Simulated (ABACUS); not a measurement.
# MgS (Niningerite) (Fm-3m) in ABACUS: further runs

The runs below take MgS (Niningerite) through equation of state, with PBE.

Everything below comes from runs of ABACUS 3.10.1. Logs are shortened: lines on timing, memory, paths and dates and some standing lists are left out, and cuts for length are marked.

## 1. The structure

Symmetry: Fm-3m, No. 225, cubic system. Conventional cell: a = 5.203 Å, b = 5.203 Å, c = 5.203 Å, α = 90.00°, β = 90.00°, γ = 90.00°. Around S (site symmetry m-3m) lie 6 Mg at 2.60 Å. Mg (site symmetry m-3m) has 6 S at 2.60 Å as nearest neighbours.

## 2. Equation of state, PBE, 16.55 Å³/atom (volume scaled by 0.94)

Contents of INPUT:

```
INPUT_PARAMETERS
suffix              MgS
calculation         scf
basis_type          lcao
pseudo_dir          ./
orbital_dir         ./
symmetry            1
dft_functional      pbe
ecutwfc             100
pseudo_rcut         10
nspin               1
nbands              12
ks_solver           genelpa
smearing_method     fd
smearing_sigma      0.00367493
scf_thr             1e-07
scf_nmax            100
mixing_type         broyden
mixing_beta         0.7
cal_force           1
cal_stress          1
out_mul             1
```

Contents of STRU:

```
ATOMIC_SPECIES
S 32.0600 S.upf
Mg 24.3050 Mg.upf

NUMERICAL_ORBITAL
S_confined-atom_7au_2s2p1d.orb
Mg_confined-atom_8au_3s2p1d.orb

LATTICE_CONSTANT
1.8897261246

LATTICE_VECTORS
0.0000000000 2.5485401997 2.5485401997
2.5485401997 0.0000000000 2.5485401997
2.5485401997 2.5485401997 0.0000000000

ATOMIC_POSITIONS
Direct

S
0.0
1
0.5000000000 0.5000000000 0.5000000000 1 1 1

Mg
0.0
1
0.0000000000 0.0000000000 0.0000000000 1 1 1
```

Contents of KPT:

```
K_POINTS
0
Gamma
9 9 9 0 0 0
```

Potentials or basis: PseudoDojo NC SR 0.4.1 PBE standard, DZP LCAO (the cutoffs set its grid).

Launch:

```
OMP_NUM_THREADS=1 mpirun -np 4 abacus > log
```

running log:

```text
ABACUS v3.10.1

               Atomic-orbital Based Ab-initio Computation at UStc

 ------------------------------------------------------------------------------------

 READING GENERAL INFORMATION
                           global_out_dir = OUT.MgS/
                           global_in_card = INPUT
                               pseudo_dir = ./
                              orbital_dir = ./
                                    DSIZE = 4
                                    GSIZE = 1
[... 5 lines left out ...]

 READING ATOM TYPE 1
                               atom label = S
                      L=0, number of zeta = 2
                      L=1, number of zeta = 2
                      L=2, number of zeta = 1
             number of atom for this type = 1

 READING ATOM TYPE 2
                               atom label = Mg
                      L=0, number of zeta = 3
                      L=1, number of zeta = 2
                      L=2, number of zeta = 1
             number of atom for this type = 1

                        TOTAL ATOM NUMBER = 2
DIRECT COORDINATES
    atom                   x                   y                   z     mag                  vx                  vy                  vz
taud_S1            0.5000000000        0.5000000000        0.5000000000  0.0000        0.0000000000        0.0000000000        0.0000000000
taud_Mg1            0.0000000000        0.0000000000        0.0000000000  0.0000        0.0000000000        0.0000000000        0.0000000000

                          Volume (Bohr^3) = 223.409
                             Volume (A^3) = 33.1058

 Lattice vectors: (Cartesian coordinate: in unit of a_0)
                   +0            +2.54854            +2.54854
             +2.54854                  +0            +2.54854
             +2.54854            +2.54854                  +0
 Reciprocal vectors: (Cartesian coordinate: in unit of 2 pi/a_0)
            -0.196191           +0.196191           +0.196191
            +0.196191           -0.196191           +0.196191
            +0.196191           +0.196191           -0.196191
 The esolver type has been set to : ksdft_lcao

                PAO radial cut off (Bohr) = 10

 Read in pseudopotential file is S.upf
                     pseudopotential type = NC
          exchange-correlation functional = PBE
                 nonlocal core correction = 1
                        valence electrons = 6
                                     lmax = 2
                           number of zeta = 2
                     number of projectors = 6
                           L of projector = 0
[... 5 lines left out ...]
                PAO radial cut off (Bohr) = 10

 Read in pseudopotential file is Mg.upf
                     pseudopotential type = NC
          exchange-correlation functional = PBE
                 nonlocal core correction = 0
                        valence electrons = 10
                                     lmax = 1
                           number of zeta = 3
                     number of projectors = 4
                           L of projector = 0
                           L of projector = 0
                           L of projector = 1
                           L of projector = 1
     initial pseudo atomic orbital number = 9

 SETUP THE ELECTRONS NUMBER
             electron number of element S = 6
       total electron number of element S = 6
            electron number of element Mg = 10
      total electron number of element Mg = 10
            AUTOSET number of electrons:  = 16
                           occupied bands = 8
                                   NLOCAL = 27
                                   NBANDS = 12
                                   NBANDS = 12
                                   NLOCAL = 27

%%%%%%%%%%%%%%%%%%%%%%%%%%%%%%%%%%%%%%%%%%%%%%%%%%%%%%%%%%%%%%%%%%%%%%%%%%%%%%%%%%%%%%%%%%%%%%%%%%%%%%%%%%
 Warning: the number of valence electrons in pseudopotential > 2 for Mg: [Ne] 3s2
 Pseudopotentials with additional electrons can yield (more) accurate outcomes, but may be less efficient.
 If you're confident that your chosen pseudopotential is appropriate, you can safely ignore this warning.
%%%%%%%%%%%%%%%%%%%%%%%%%%%%%%%%%%%%%%%%%%%%%%%%%%%%%%%%%%%%%%%%%%%%%%%%%%%%%%%%%%%%%%%%%%%%%%%%%%%%%%%%%%

 SETUP THE PLANE WAVE BASIS
 energy cutoff for charge/potential (unit:Ry) = 400
            fft grid for charge/potential = [ 45, 45, 45 ]
                        fft grid division = [ 3, 3, 3 ]
        big fft grid for charge/potential = [ 15, 15, 15 ]
                                     nbxx = 900
                                     nrxx = 24300

 SETUP PLANE WAVES FOR CHARGE/POTENTIAL
                    number of plane waves = 30395
                         number of sticks = 1285

 PARALLEL PW FOR CHARGE/POTENTIAL
     PROC   COLUMNS(POT)             PW
        1            321           7599
        2            321           7598
[... 87 lines left out ...]
              fft grid for wave functions = [ 45, 45, 45 ]
                    number of plane waves = 4957
                         number of sticks = 379

 PARALLEL PW FOR WAVE FUNCTIONS
     PROC   COLUMNS(POT)             PW
        1             95           1240
        2             94           1238
        3             95           1240
        4             95           1239
 --------------- sum -------------------
        4            379           4957

 SET NONLOCAL PSEUDOPOTENTIAL PROJECTORS
 SET NONLOCAL PSEUDOPOTENTIAL PROJECTORS
 max number of nonlocal projetors among all species is 6

 -------------------------------------------
 SELF-CONSISTENT
 -------------------------------------------

 SETUP SEARCHING RADIUS FOR PROGRAM TO SEARCH ADJACENT ATOMS
                  longest orb rcut (Bohr) = 8
   longest nonlocal projector rcut (Bohr) = 1.66
                     search radius (Bohr) = 19.3
              searching radius is (Bohr)) = 19.3
         searching radius unit is (Bohr)) = 1.89
                         PeriodicBoundary = 1
                        Radius(unit:lat0) = 10.2
                                   glayer = [ 5, 5, 5 ]
                             glayer_minus = [ 4, 4, 4 ]

Find the coordinate range of the input atom(unit:lat0).
                                  min_tau = [ -20.4, -20.4, -20.4 ]
                                  max_tau = [ 22.9, 22.9, 22.9 ]
                                BoxNumber = [ 9, 9, 9 ]

 SETUP EXTENDED REAL SPACE GRID FOR GRID INTEGRATION
                          real space grid = [ 45, 45, 45 ]
                 big cell numbers in grid = [ 15, 15, 15 ]
             meshcell numbers in big cell = [ 3, 3, 3 ]
                        extended fft grid = [ 22, 22, 22 ]
                dimension of extened grid = [ 60, 60, 60 ]
                            UnitCellTotal = 125
              Atom number in sub-FFT-grid = 2
    Local orbitals number in sub-FFT-grid = 27
                                ParaV.nnr = 14014
                                 init_chg = atomic

 LCAO ALGORITHM --------------- ION=   1  ELEC=   1--------------------------------

 Density error is 0.0772689061695
----------------------------------------------------------
     Energy           Rydberg                 eV
----------------------------------------------------------
 E_KohnSham     -141.0382351864      -1918.9236343985
 E_Harris       -141.9803385400      -1931.7416081137
 E_Fermi        0.6702526248         9.1192547968
----------------------------------------------------------
[... 69 lines left out ...]
 Density error is 1.95470579495e-08
----------------------------------------------------------
     Energy           Rydberg                 eV
----------------------------------------------------------
 E_KohnSham     -141.0566333895      -1919.1739547939
 E_KS(sigma->0) -141.0566333895      -1919.1739547939
 E_Harris       -141.0566336672      -1919.1739585730
 E_band         -23.6903471173       -322.3237083934
 E_one_elec     -83.9170889713       -1141.7505695821
 E_Hartree      43.5794694550        592.9291004054
 E_xc           -22.4068819997       -304.8612696092
 E_Ewald        -78.3121318736       -1065.4912160080
 E_entropy(-TS) -0.0000000000        -0.0000000000
 E_descf        0.0000000000         0.0000000000
 E_exx          0.0000000000         0.0000000000
 E_Fermi        0.6446402538         8.7707806112
----------------------------------------------------------

 charge density convergence is achieved
 final etot is -1919.1739548 eV
 EFERMI = 8.7707806112 eV

 STATE ENERGY(eV) AND OCCUPATIONS    NSPIN == 1
 1/35 kpoint (Cartesian) = 0.0000 0.0000 0.0000 (940 pws)
       1       -67.7483     0.00274348
       2       -34.5011     0.00274348
       3       -34.5011     0.00274348
       4       -34.5011     0.00274348
       5       -5.87552     0.00274348
       6        7.20750     0.00274348
       7        7.20750     0.00274348
       8        7.20750     0.00274348
       9        11.4911    6.46003e-27
      10        16.1968    8.64529e-68
      11        16.1968    8.64529e-68
      12        16.1968    8.64529e-68
[... 57 lines left out ...]
 6/35 kpoint (Cartesian) = 0.0000 0.0000 0.043598 (944 pws)
       1       -67.7483      0.0164609
       2       -34.5021      0.0164609
       3       -34.5014      0.0164609
       4       -34.5014      0.0164609
       5       -5.69805      0.0164609
       6        6.33857      0.0164609
       7        6.91356      0.0164609
       8        6.91356      0.0164609
       9        12.4607    1.46762e-34
      10        15.7132    8.23664e-63
      11        16.1719    8.53029e-67
      12        16.5016    1.16765e-69

[... levels at 29 further k points ...]

 correction force for each atom along direction 1 is 2.58273e-14
 correction force for each atom along direction 2 is 4.87269e-14
 correction force for each atom along direction 3 is 4.04142e-14
------------------------------------------------------------------------------------------
 TOTAL-FORCE (eV/Angstrom)
------------------------------------------------------------------------------------------
                        S1         0.0000000000         0.0000000000         0.0000000000
                       Mg1         0.0000000000         0.0000000000         0.0000000000
------------------------------------------------------------------------------------------

----------------------------------------------------------------
 TOTAL-STRESS (KBAR)
----------------------------------------------------------------
        78.7241034111         0.0000000000        -0.0000000000
         0.0000000000        78.7241034111        -0.0000000000
         0.0000000000        -0.0000000000        78.7241034111
----------------------------------------------------------------
 TOTAL-PRESSURE: 78.724103 KBAR

 --------------------------------------------
 !FINAL_ETOT_IS -1919.1739547939316708 eV
 --------------------------------------------
```

Run time: 4.1 s. Hardware: 4 MPI ranks of Intel Xeon Platinum 8559C (Emerald Rapids), shared host; peak memory 0.44 GiB.

Results:

| Property | Result |
| --- | --- |
| Free energy | -1919.1740 eV |
| Pressure | 7.9 GPa |
| Band gap on the k mesh | 2.94 eV, indirect (least direct gap 4.28 eV) |
| Mulliken charges | S -0.99; Mg +0.99 e |

Caveat: the atomic orbitals were generated for these runs and aren't a published set; Mulliken charges move with the basis; an odd mesh through Γ misses points on the zone boundary, where band edges often lie; the basis of atomic orbitals isn't converged, which shifts pressures, moduli and gaps.

## 3. Equation of state, PBE, 16.91 Å³/atom (volume scaled by 0.96)

INPUT is that of step 2.

Edit STRU of step 2 so:

```diff
@@ -12,5 +12,5 @@
 LATTICE_VECTORS
-0.0000000000 2.5485401997 2.5485401997
-2.5485401997 0.0000000000 2.5485401997
-2.5485401997 2.5485401997 0.0000000000
+0.0000000000 2.5664882573 2.5664882573
+2.5664882573 0.0000000000 2.5664882573
+2.5664882573 2.5664882573 0.0000000000
```

KPT is that of step 2.

Potentials or basis: PseudoDojo NC SR 0.4.1 PBE standard, DZP LCAO (the cutoffs set its grid).

Launch:

```
OMP_NUM_THREADS=1 mpirun -np 4 abacus > log
```

It took 3.7 s on 4 MPI ranks of Intel Xeon Platinum 8559C (Emerald Rapids), shared host; peak memory 0.44 GiB.

It converged, with:

```yaml
Free_energy: -1919.2039 eV
Pressure: 5.8 GPa
Band_gap_on_the_k_mesh: 2.90 eV, indirect (least direct gap 4.10 eV)
Mulliken_charges: S -1.00; Mg +1.00 e
```

Caveat: the atomic orbitals were generated for these runs and aren't a published set; Mulliken charges move with the basis; an odd mesh through Γ misses points on the zone boundary, where band edges often lie; the basis of atomic orbitals isn't converged, which shifts pressures, moduli and gaps.

## 4. Equation of state, PBE, 17.26 Å³/atom (volume scaled by 0.98)

INPUT is that of step 3.

Edit STRU of step 3 so:

```diff
@@ -12,5 +12,5 @@
 LATTICE_VECTORS
-0.0000000000 2.5664882573 2.5664882573
-2.5664882573 0.0000000000 2.5664882573
-2.5664882573 2.5664882573 0.0000000000
+0.0000000000 2.5841887356 2.5841887356
+2.5841887356 0.0000000000 2.5841887356
+2.5841887356 2.5841887356 0.0000000000
```

KPT is that of step 3.

Launch:

```
OMP_NUM_THREADS=1 mpirun -np 4 abacus > log
```

It took 3.3 s on 4 MPI ranks of Intel Xeon Platinum 8559C (Emerald Rapids), shared host; peak memory 0.44 GiB.

Results (log left out):

```yaml
Free_energy: -1919.2252 eV
Pressure: 3.9 GPa
Band_gap_on_the_k_mesh: 2.86 eV, indirect (least direct gap 3.93 eV)
Mulliken_charges: S -1.00; Mg +1.00 e
```

Caveat: the atomic orbitals were generated for these runs and aren't a published set; Mulliken charges move with the basis; an odd mesh through Γ misses points on the zone boundary, where band edges often lie; the basis of atomic orbitals isn't converged, which shifts pressures, moduli and gaps.

## 5. Equation of state, PBE, 17.61 Å³/atom

INPUT is that of step 4.

Edit STRU of step 4 so:

```diff
@@ -12,5 +12,5 @@
 LATTICE_VECTORS
-0.0000000000 2.5841887356 2.5841887356
-2.5841887356 0.0000000000 2.5841887356
-2.5841887356 2.5841887356 0.0000000000
+0.0000000000 2.6016500000 2.6016500000
+2.6016500000 0.0000000000 2.6016500000
+2.6016500000 2.6016500000 0.0000000000
```

KPT is that of step 4.

Launch:

```
OMP_NUM_THREADS=1 mpirun -np 4 abacus > log
```

It took 3 s on 4 MPI ranks of Intel Xeon Platinum 8559C (Emerald Rapids), shared host; peak memory 0.44 GiB.

The run converged. Its results:

```
Free energy            : -1919.2383 eV
Pressure               : 2.2 GPa
Band gap on the k mesh : 2.82 eV, indirect (least direct gap 3.77 eV)
Mulliken charges       : S -1.00; Mg +1.00 e
```

Caveat: the atomic orbitals were generated for these runs and aren't a published set; Mulliken charges move with the basis; an odd mesh through Γ misses points on the zone boundary, where band edges often lie; the basis of atomic orbitals isn't converged, which shifts pressures, moduli and gaps.

## 6. Equation of state, PBE, 17.96 Å³/atom (volume scaled by 1.02)

INPUT is that of step 5.

Edit STRU of step 5 so:

```diff
@@ -12,5 +12,5 @@
 LATTICE_VECTORS
-0.0000000000 2.6016500000 2.6016500000
-2.6016500000 0.0000000000 2.6016500000
-2.6016500000 2.6016500000 0.0000000000
+0.0000000000 2.6188799723 2.6188799723
+2.6188799723 0.0000000000 2.6188799723
+2.6188799723 2.6188799723 0.0000000000
```

KPT is that of step 5.

Potentials or basis: PseudoDojo NC SR 0.4.1 PBE standard, DZP LCAO (the cutoffs set its grid).

Launch:

```
OMP_NUM_THREADS=1 mpirun -np 4 abacus > log
```

Wall time 3 s (4 MPI ranks of Intel Xeon Platinum 8559C (Emerald Rapids), shared host); peak memory 0.44 GiB.

Results (log left out):

```
Free energy            : -1919.2446 eV
Pressure               : 0.6 GPa
Band gap on the k mesh : 2.78 eV, indirect (least direct gap 3.61 eV)
Mulliken charges       : S -1.01; Mg +1.01 e
```

Caveat: the atomic orbitals were generated for these runs and aren't a published set; Mulliken charges move with the basis; an odd mesh through Γ misses points on the zone boundary, where band edges often lie; the basis of atomic orbitals isn't converged, which shifts pressures, moduli and gaps.

## 7. Equation of state, PBE, 18.31 Å³/atom (volume scaled by 1.04)

INPUT is that of step 6.

Edit STRU of step 6 so:

```diff
@@ -12,5 +12,5 @@
 LATTICE_VECTORS
-0.0000000000 2.6188799723 2.6188799723
-2.6188799723 0.0000000000 2.6188799723
-2.6188799723 2.6188799723 0.0000000000
+0.0000000000 2.6358861629 2.6358861629
+2.6358861629 0.0000000000 2.6358861629
+2.6358861629 2.6358861629 0.0000000000
```

KPT is that of step 6.

Launch:

```
OMP_NUM_THREADS=1 mpirun -np 4 abacus > log
```

It took 2.9 s on 4 MPI ranks of Intel Xeon Platinum 8559C (Emerald Rapids), shared host; peak memory 0.44 GiB.

Results (log left out):

| Quantity | Value |
| --- | --- |
| Free energy | -1919.2442 eV |
| Pressure | -0.8 GPa |
| Band gap on the k mesh | 2.74 eV, indirect (least direct gap 3.46 eV) |
| Mulliken charges | S -1.01; Mg +1.01 e |

Caveat: the atomic orbitals were generated for these runs and aren't a published set; Mulliken charges move with the basis; an odd mesh through Γ misses points on the zone boundary, where band edges often lie; the basis of atomic orbitals isn't converged, which shifts pressures, moduli and gaps.

## 8. Equation of state, PBE, 18.67 Å³/atom (volume scaled by 1.06)

INPUT is that of step 7.

Edit STRU of step 7 so:

```diff
@@ -12,5 +12,5 @@
 LATTICE_VECTORS
-0.0000000000 2.6358861629 2.6358861629
-2.6358861629 0.0000000000 2.6358861629
-2.6358861629 2.6358861629 0.0000000000
+0.0000000000 2.6526756995 2.6526756995
+2.6526756995 0.0000000000 2.6526756995
+2.6526756995 2.6526756995 0.0000000000
```

KPT is that of step 7.

Launch:

```
OMP_NUM_THREADS=1 mpirun -np 4 abacus > log
```

Wall time 2.8 s (4 MPI ranks of Intel Xeon Platinum 8559C (Emerald Rapids), shared host); peak memory 0.4 GiB.

The run converged. Its results:

```
Free energy            : -1919.2377 eV
Pressure               : -2.1 GPa
Band gap on the k mesh : 2.70 eV, indirect (least direct gap 3.32 eV)
Mulliken charges       : S -1.02; Mg +1.02 e
```

Caveat: the atomic orbitals were generated for these runs and aren't a published set; Mulliken charges move with the basis; an odd mesh through Γ misses points on the zone boundary, where band edges often lie; the basis of atomic orbitals isn't converged, which shifts pressures, moduli and gaps.

## 9. Equation of state, PBE

Potentials or basis: PseudoDojo NC SR 0.4.1 PBE standard, DZP LCAO (the cutoffs set its grid).

No new run: the results of the series are fitted here.

Results:

```
Equilibrium volume                      : 18.11 Å³/atom
Bulk modulus                            : 74 GPa
Pressure derivative of the bulk modulus : 3.8 (rough: it moves with the points fitted)
```

Energy against volume, from the lowest point:
```tsv
volume (Å³/atom)	energy (meV/atom)
16.553	35.30
16.905	20.34
17.257	9.69
17.609	3.11
17.962	0.00
18.314	0.17
18.666	3.41
```

Caveat: the atomic orbitals were generated for these runs and aren't a published set; the basis of atomic orbitals isn't converged, which shifts pressures, moduli and gaps.
